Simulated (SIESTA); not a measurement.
A run of SIESTA 5.4.2:

Contents of MnS.fdf:

```
SystemName                      MnS
SystemLabel                     MnS
NumberOfSpecies                 2
NumberOfAtoms                   2
%block ChemicalSpeciesLabel
  1  25 Mn
  2  16 S
%endblock ChemicalSpeciesLabel
%include structure.fdf

%block kgrid.MonkhorstPack
    9   0   0  0.0
    0   9   0  0.0
    0   0   9  0.0
%endblock kgrid.MonkhorstPack
XC.Functional                   GGA
XC.Authors                      PBE
PAO.BasisSize                   DZP
PAO.EnergyShift                 0.003 Ry
Mesh.Cutoff                     800 Ry
Spin                            polarized
%block DM.InitSpin
    1   4.000
    2   0.000
%endblock DM.InitSpin
OccupationFunction              FD
ElectronicTemperature           0.05 eV
MaxSCFIterations                200
SCF.MustConverge                false
SCF.Mixer.Method                Pulay
SCF.Mixer.Weight                0.1
SCF.Mixer.History               10
SCF.DM.Tolerance                5.0e-05
SCF.H.Tolerance                 1.0e-03 eV
WriteForces                     true
Charge.Mulliken                 end
%block PAO.Basis
  Mn 5
  n=3 0 2
    2.732 0.000
  n=4 0 2
    7.626 0.000
  n=3 1 2
    3.070 0.000
  n=4 1 1
    7.626
  n=3 2 2
    5.108 0.000
%endblock PAO.Basis
```

File structure.fdf:

```
LatticeConstant                 1.0 Ang
%block LatticeVectors
     0.0000000000     2.6045000000     2.6045000000
     2.6045000000     0.0000000000     2.6045000000
     2.6045000000     2.6045000000     0.0000000000
%endblock LatticeVectors
AtomicCoordinatesFormat         Fractional
%block AtomicCoordinatesAndAtomicSpecies
     0.0036870000     0.0020330000    -0.0113660000  1  Mn
     0.5063840000     0.5112610000     0.4877610000  2  S
%endblock AtomicCoordinatesAndAtomicSpecies
```

Potentials or basis: PseudoDojo 0.4 standard (PBE files), DZP (energy shift 0.003 Ry; two zetas on semicore shells).

Launch:

```bash
$ siesta < MnS.fdf > MnS.out 2>&1
```

Hardware: 1 thread of Arm Neoverse V2, on a shared host.

**Question.** Estimate the wall time of this run.

**Answer.** Run time: 54 s on 1 thread of Arm Neoverse V2, on a shared host, peak memory 0.26 GiB. Counts: scf iterations 14, k points 365, bands 36.
